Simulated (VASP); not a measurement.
# TiSi (Pnma) in VASP: single point with LDA

Aim: the single point of TiSi with LDA.

Everything below comes from runs of VASP 6.6.1. Logs are shortened: lines on timing, memory, paths and dates and some standing lists are left out, and cuts for length are marked.

## (1) The cell of the first run

The structure is orthorhombic, space group Pnma (No. 62). The conventional cell has a = 6.399 Å, b = 3.592 Å, c = 4.924 Å, α = 90.00°, β = 90.00°, γ = 90.00°. Around Ti (site symmetry m) lie 7 Si at 2.52 to 2.72 Å. Si (site symmetry m) has 2 Si at 2.37 Å and 7 Ti at 2.52 to 2.72 Å as nearest neighbours.

The cell comes from a database or a generator and needn't be the stable form of this composition.

## (2) Single point, LDA (relaxed again under DFT LDA, scalar-relativistic, plane waves, PAW)

File INCAR:

```
SYSTEM = TiSi
PREC = Accurate ; ENCUT = 520
EDIFF = 1E-6 ; ISMEAR = 0
SIGMA = 0.1 ; LREAL = .False.
LASPH = .True. ; NELM = 100
ALGO = Fast ; ISIF = 2
LWAVE = .False. ; LCHARG = .False.
GGA = CA ; NBANDS = 42
```

File KPOINTS:

```
regular mesh
0
Gamma
  6 10 8
  0 0 0
```

File POSCAR:

```
TiSi
1.0
    6.3992155217      0.0000000000      0.0000000000
    0.0000000000      3.5916163274      0.0000000000
    0.0000000000      0.0000000000      4.9244996025
Ti Si
4 4
Direct
    0.6761646587      0.2500000000      0.3704258515
    0.3238353413      0.7500000000      0.6295741485
    0.8238353413      0.7500000000      0.8704258515
    0.1761646587      0.2500000000      0.1295741485
    0.5442437298      0.2500000000      0.8531528518
    0.4557562702      0.7500000000      0.1468471482
    0.9557562702      0.7500000000      0.3531528518
    0.0442437298      0.2500000000      0.6468471482
```

Potentials or basis: VASP PAW LDA potentials, release 64 (Ti_sv, Si).

On the command line:

```sh
> cat potpaw_LDA.64/Ti_sv/POTCAR potpaw_LDA.64/Si/POTCAR > POTCAR
> mpirun -np 1 vasp_std > vasp.out
```

OUTCAR:

```text
SYSTEM = TiSi
   PREC = Accurate
   ENCUT = 520
   EDIFF = 1E-6
   ISMEAR = 0
   LREAL = .False.
   LASPH = .True.
   NELM = 100
   ISIF = 2
   GGA = CA

 ion  position               nearest neighbor table
   1  0.676  0.250  0.370-   5 2.52   6 2.54   6 2.54   7 2.54   7 2.54   5 2.68   8 2.72
   2  0.324  0.750  0.630-   6 2.52   5 2.54   5 2.54   8 2.54   8 2.54   6 2.68   7 2.72
   3  0.824  0.750  0.870-   7 2.52   8 2.54   8 2.54   5 2.54   5 2.54   7 2.68   6 2.72
   4  0.176  0.250  0.130-   8 2.52   7 2.54   7 2.54   6 2.54   6 2.54   8 2.68   5 2.72
   5  0.544  0.250  0.853-   6 2.37   6 2.37   1 2.52   2 2.54   2 2.54   3 2.54   3 2.54   1 2.68
                             4 2.72
   6  0.456  0.750  0.147-   5 2.37   5 2.37   2 2.52   1 2.54   1 2.54   4 2.54   4 2.54   2 2.68
                             3 2.72
   7  0.956  0.750  0.353-   8 2.37   8 2.37   3 2.52   4 2.54   4 2.54   1 2.54   1 2.54   3 2.68
                             2 2.72
   8  0.044  0.250  0.647-   7 2.37   7 2.37   4 2.52   3 2.54   3 2.54   2 2.54   2 2.54   4 2.68
                             1 2.72

  LATTYP: Found a simple orthorhombic cell.
 ALAT       =     3.5916163274
 B/A-ratio  =     1.3711095935
 C/A-ratio  =     1.7817091076

  Lattice vectors:

 A1 = (   0.0000000000,   3.5916163274,   0.0000000000)
 A2 = (   0.0000000000,   0.0000000000,   4.9244996025)
 A3 = (   6.3992155217,   0.0000000000,   0.0000000000)

Analysis of symmetry for initial positions (statically):
=====================================================================
 Subroutine PRICEL returns:
 Original cell was already a primitive cell.

 Routine SETGRP: Setting up the symmetry group for a
 simple orthorhombic supercell.

 Subroutine GETGRP returns: Found  8 space group operations
 (whereof  2 operations were pure point group operations)
 out of a pool of  8 trial point group operations.

The static configuration has the point symmetry S_2 .
 The point group associated with its full space group is D_2h.

Analysis of symmetry for dynamics (positions and initial velocities):
=====================================================================
 Subroutine PRICEL returns:
 Original cell was already a primitive cell.

 Routine SETGRP: Setting up the symmetry group for a
 simple orthorhombic supercell.

 Subroutine GETGRP returns: Found  8 space group operations
 (whereof  2 operations were pure point group operations)
 out of a pool of  8 trial point group operations.

The dynamic configuration has the point symmetry S_2 .
 The point group associated with its full space group is D_2h.

 Subroutine INISYM returns: Found  8 space group operations
 (whereof  2 operations are pure point group operations),
 and found     1 'primitive' translations

----------------------------------------------------------------------------------------

                                     Primitive cell

  volume of cell :     113.1824

  direct lattice vectors                    reciprocal lattice vectors
     6.399215522  0.000000000  0.000000000     0.156269155  0.000000000  0.000000000
     0.000000000  3.591616327  0.000000000     0.000000000  0.278426176  0.000000000
     0.000000000  0.000000000  4.924499603     0.000000000  0.000000000  0.203066318

  length of vectors
     6.399215522  3.591616327  4.924499603     0.156269155  0.278426176  0.203066318

  position of ions in fractional coordinates (direct lattice)
     0.676164659  0.250000000  0.370425852
     0.323835341  0.750000000  0.629574148
     0.823835341  0.750000000  0.870425852
     0.176164659  0.250000000  0.129574148
     0.544243730  0.250000000  0.853152852
     0.455756270  0.750000000  0.146847148
     0.955756270  0.750000000  0.353152852
     0.044243730  0.250000000  0.646847148

  ion indices of the primitive-cell ions
   primitive index   ion index
                 1           1
                 2           2
                 3           3
                 4           4
                 5           5
                 6           6
                 7           7
                 8           8

----------------------------------------------------------------------------------------

 KPOINTS: regular mesh

Automatic generation of k-mesh.
 Grid dimensions read from file:
 generate k-points for:    6   10    8

 Generating k-lattice:

  Cartesian coordinates                     Fractional coordinates (reciprocal lattice)
     0.026044859  0.000000000  0.000000000     0.166666667  0.000000000  0.000000000
     0.000000000  0.027842618  0.000000000     0.000000000  0.100000000  0.000000000
     0.000000000  0.000000000  0.025383290     0.000000000  0.000000000  0.125000000

  Length of vectors
     0.026044859  0.027842618  0.025383290

  Shift w.r.t. Gamma in fractional coordinates (k-lattice)
     0.000000000  0.000000000  0.000000000

 Subroutine IBZKPT returns following result:
 ===========================================

 Found    120 irreducible k-points:

 Following reciprocal coordinates:
            Coordinates               Weight
  0.000000  0.000000  0.000000      1.000000
  0.166667  0.000000  0.000000      2.000000
  0.333333  0.000000  0.000000      2.000000
  0.500000  0.000000  0.000000      1.000000
  0.000000  0.100000  0.000000      2.000000
  0.166667  0.100000  0.000000      4.000000
[... 16 lines left out ...]
  0.333333  0.500000  0.000000      2.000000
  0.500000  0.500000  0.000000      1.000000
 [... further k-points ...]
   k-points           NKPTS =    120   k-points in BZ     NKDIM =    120   number of bands    NBANDS=     42
   number of dos      NEDOS =    301   number of ions     NIONS =      8
   total plane-waves  NPLWV =  53760
   dimension x,y,z NGX =    48 NGY =   28 NGZ =   40
   dimension x,y,z NGXF=    96 NGYF=   56 NGZF=   80
   ions per type =               4   4
   NGX,Y,Z   is equivalent  to a cutoff of  12.47, 12.96, 13.50 a.u.
   NGXF,Y,Z  is equivalent  to a cutoff of  24.94, 25.92, 27.01 a.u.
 SYSTEM =  TiSi
   PREC   = accura    normal or accurate (medium, high low for compatibility)
   ISTART =      0    job   : 0-new  1-cont  2-samecut
   ICHARG =      2    charge: 1-file 2-atom 10-const
   ISPIN  =      1    spin polarized calculation?
   LNONCOLLINEAR =      F non collinear calculations
   LSORBIT =      F    spin-orbit coupling
   LASPH  =      T    aspherical Exc in radial PAW
   ENCUT  =  520.0 eV  38.22 Ry    6.18 a.u.  11.90  6.68  9.16*2*pi/ulx,y,z
   NELM   =    100;   NELMIN=  2; NELMDL= -5     # of ELM steps
   EDIFF  = 0.1E-05   stopping-criterion for ELM
   LREAL  =      F    real-space projection
   EDIFFG = 0.1E-04   stopping-criterion for IOM
   NSW    =      0    number of steps for IOM
   IBRION =     -1    ionic relax: 0-MD 1-quasi-New 2-CG
   NFREE  =      0    steps in history (QN), initial steepest desc. (CG)
   ISIF   =      2    stress and relaxation
   ISYM   =      2    0-nonsym 1-usesym 2-fastsym
   POTIM  = 0.5000    time-step for ionic-motion
   TEBEG  =    0.0;   TEEND  =   0.0 temperature during run
   PSTRESS=    0.0 pullay stress
   NELECT =      64.0000    total number of electrons
   NUPDOWN=      -1.0000    fix difference up-down
   EMIN   =  10.00;   EMAX   =-10.00  energy-range for DOS
   EFERMI =   0.00;   METHOD = LEGACY
   ISMEAR =     0;   SIGMA  =   0.10  broadening in eV -4-tet -1-fermi 0-gaus
   EFERMI_NEDOS =   21; number of points for ismear=-14 and -15
   IALGO  =     68    algorithm
   IMIX   =      4    mixing-type and parameters
     AMIX     =   0.40;   BMIX     =  1.00
     AMIX_MAG =   1.60;   BMIX_MAG =  1.00
  volume/ion in A,a.u.               =      14.15        95.47
  Fermi-wavevector in a.u.,A,eV,Ry     =   1.353761  2.558237 24.934962  1.832668
  Thomas-Fermi vector in A             =   2.480989
   LORBIT       =      0    0 simple, 1 ext, 2 COOP (PROOUT), +10 PAW based schemes
   GGA     = CA    functional components
   LHFCALC =     F    Hartree Fock is set to
   AEXX    =    0.0000 exact exchange contribution
   IVDW    =     0    specifies the selected vdW correction
   LEPSILON=     F    determine dielectric tensor
   LRPA    =     F    only Hartree local field effects (RPA)
 non-spin polarized calculation
 RMM-DIIS sequential band-by-band and
 Gauss-broadening in eV      SIGMA  =   0.10
  energy-cutoff  :      520.00
  volume of cell :      113.18
 maximum number of plane-waves:      3074
 NGX is ok and might be reduce to    48
   NGX = 23   NGY = 13   NGZ = 19

 number of electron      64.0000006 magnetization

 Free energy of the ion-electron system (eV)
  ---------------------------------------------------
  ext. energy  EPLUGINS =         0.00000000
  ---------------------------------------------------
  free energy    TOTEN  =       -64.93623067 eV

  energy without entropy =      -64.92651949  energy(sigma->0) =      -64.93137508

 E-fermi :  10.1021     XC(G=0): -12.0417

 val. band max:       10.0783907066   @ k =   0.0000   0.2000   0.2500
 cond. band min:      10.1059308276   @ k =   0.1667   0.2000   0.3750
 fundamental gap:      0.0275401209
 Fermi energy:        10.1021265700

 k-point     1 :       0.0000    0.0000    0.0000
  band No.  band energies     occupation
      1     -45.8530      2.00000
      2     -45.8288      2.00000
      3     -45.8156      2.00000
      4     -45.8052      2.00000
      5     -22.6426      2.00000
      6     -22.6392      2.00000
[... 34 lines left out ...]
     41      12.5418      0.00000
     42      12.9475      0.00000

 k-point     2 :       0.1667    0.0000    0.0000
  band No.  band energies     occupation
      1     -45.8518      2.00000
      2     -45.8315      2.00000
      3     -45.8138      2.00000
      4     -45.8055      2.00000
      5     -22.6409      2.00000
      6     -22.6408      2.00000
[... 979 lines left out ...]
     41      13.2935      0.00000
     42      13.6059      0.00000

 k-point    24 :       0.5000    0.5000    0.0000
  band No.  band energies     occupation
      1     -45.8223      2.00000
      2     -45.8223      2.00000
      3     -45.8223      2.00000
      4     -45.8223      2.00000
      5     -22.5963      2.00000
      6     -22.5963      2.00000
[... 34 lines left out ...]
     41      13.3616      0.00000
     42      13.6323      0.00000

 [... further k-points ...]

------------------------ aborting loop because EDIFF is reached ----------------------------------------

  FORCE on cell =-STRESS in cart. coord.  units (eV):
  Direction    XX          YY          ZZ          XY          YZ          ZX
  --------------------------------------------------------------------------------------
  -------------------------------------------------------------------------------------
  Total        0.2041716      0.1839215      0.2125155      0.0000000      0.0000000      0.0000000
  in kB        2.8901954      2.6035404      3.0083089      0.0000000      0.0000000      0.0000000
  external PRESSURE =       2.8340149 kB  Pullay stress =       0.0000000 kB

 VOLUME and BASIS-vectors are now :
 -----------------------------------------------------------------------------
  energy-cutoff  :      520.00
  volume of cell :      113.18
      direct lattice vectors                 reciprocal lattice vectors
     6.399215522  0.000000000  0.000000000     0.156269155  0.000000000  0.000000000
     0.000000000  3.591616327  0.000000000     0.000000000  0.278426176  0.000000000
     0.000000000  0.000000000  4.924499603     0.000000000  0.000000000  0.203066318

 POSITION                                       TOTAL-FORCE (eV/Angst)
 -----------------------------------------------------------------------------------
      4.32692      0.89790      1.82416         0.000052      0.000000     -0.001159
      2.07229      2.69371      3.10034        -0.000052      0.000000      0.001159
      5.27190      2.69371      4.28641        -0.000052     -0.000000     -0.001159
      1.12732      0.89790      0.63809         0.000052      0.000000      0.001159
      3.48273      0.89790      4.20135        -0.004826     -0.000000      0.008734
      2.91648      2.69371      0.72315         0.004826     -0.000000     -0.008734
      6.11609      2.69371      1.73910         0.004826     -0.000000      0.008734
      0.28313      0.89790      3.18540        -0.004826     -0.000000     -0.008734
 -----------------------------------------------------------------------------------
    total drift:                                0.000000     -0.000000      0.000000

  FREE ENERGIE OF THE ION-ELECTRON SYSTEM (eV)
  ---------------------------------------------------
  free  energy   TOTEN  =       -64.9362306698 eV

  energy  without entropy=      -64.9265194939  energy(sigma->0) =      -64.93137508
```

Run time: 12 min. Hardware: 1 thread of Intel Xeon 6975P-C (Granite Rapids), shared host; peak memory 0.49 GiB.

Results:

| Property | Result |
| --- | --- |
| Free energy | -64.9362 eV |
| Pressure | 0.3 GPa |
| Largest force | 0.010 eV/Å |
| Band gap on the k mesh | none (metal or under the smearing width) |

Forces on the atoms (eV/Å):
```
Ti   0.000  0.000 -0.001
Ti   0.000  0.000  0.001
Ti   0.000  0.000 -0.001
Ti   0.000  0.000  0.001
Si  -0.005  0.000  0.009
Si   0.005  0.000 -0.009
Si   0.005  0.000  0.009
Si  -0.005  0.000 -0.009
```

Levels at points of the mesh, in eV from the Fermi level:
```csv
k point,band 28,band 29,band 30,band 31,band 32,band 33,band 34,band 35,band 36,band 37
"(0.00, 0.00, 0.00)",-1.92,-0.73,-0.50,-0.37,-0.23,0.34,0.61,0.65,0.71,1.09
"(0.50, 0.00, 0.00)",-2.10,-0.78,-0.78,-0.47,-0.47,0.42,0.42,0.65,0.65,1.61
"(0.00, 0.50, 0.00)",-2.05,-1.66,-1.66,-1.61,-1.61,1.51,1.51,1.84,1.84,1.93
"(0.50, 0.50, 0.00)",-2.75,-1.71,-1.71,-1.71,-1.71,1.76,1.76,1.76,1.76,2.17
"(0.00, 0.00, 0.50)",-1.41,-0.88,-0.88,-0.24,-0.24,0.45,0.45,0.77,0.77,1.63
"(0.50, 0.00, 0.50)",-2.14,-0.94,-0.94,-0.68,-0.68,0.43,0.43,0.76,0.76,1.55
"(0.00, 0.50, 0.50)",-2.39,-0.53,-0.53,-0.46,-0.46,-0.03,-0.03,0.78,0.78,1.80
"(0.50, 0.50, 0.50)",-2.28,-1.38,-1.38,-1.38,-1.38,1.34,1.34,1.34,1.34,1.82
```
